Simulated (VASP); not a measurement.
Crystal: ZrSe2.

```
CELL_PARAMETERS angstrom
3.79800 0.00000 0.00000
-1.89900 3.28916 0.00000
0.00000 0.00000 6.19200
ATOMIC_POSITIONS crystal
Zr 0.00000 0.00000 0.00000
Se 0.33333 0.66667 0.25000
Se 0.66667 0.33333 0.75000
```

```yaml
Program: VASP 6.6.1
Task: relaxation of cell and atoms
Functional: r2SCAN
Potentials_or_basis: VASP PAW PBE potentials, release 64 (Zr_sv, Se)
Cutoff: 600 eV
k_mesh: 9 × 9 × 5
Occupations: gaussian, width 0.03 eV
Spin: no spin polarisation
```

At the start: pressure 1.4 GPa; volume 25.78 Å³/atom.

Problem. How do energy, volume and symmetry change on relaxing?

Solution. Over 11 steps the energy falls by 3.7 meV/atom and the volume is 26.86 Å³/atom (+4.2 %); space group P-3m1 (No. 164, to 0.05 Å).

Step by step:
```csv
step,energy change (eV),largest force (eV/Å),pressure (GPa),volume (Å³)
1,0.0000,0.1576,1.44,77.35
2,0.0020,0.3019,-1.56,79.97
3,-0.0061,0.0598,0.00,78.55
4,-0.0070,0.0647,0.02,78.64
5,-0.0083,0.0811,0.10,78.92
6,-0.0092,0.0621,0.09,79.19
7,-0.0106,0.0057,0.06,79.98
8,-0.0108,0.0147,0.05,80.29
9,-0.0109,0.0215,-0.15,80.67
10,-0.0109,0.0129,-0.11,80.58
11,-0.0110,0.0018,0.03,80.59
```

Final structure:
```
CELL_PARAMETERS angstrom
3.80871 0.00000 0.00000
-1.90436 3.29844 0.00000
0.00000 0.00000 6.41519
ATOMIC_POSITIONS crystal
Zr 0.00000 0.00000 0.00000
Se 0.33333 0.66667 0.24365
Se 0.66667 0.33333 0.75635
```

Caveat: the PAW data sets were made with another functional, which shifts forces and pressure a little.
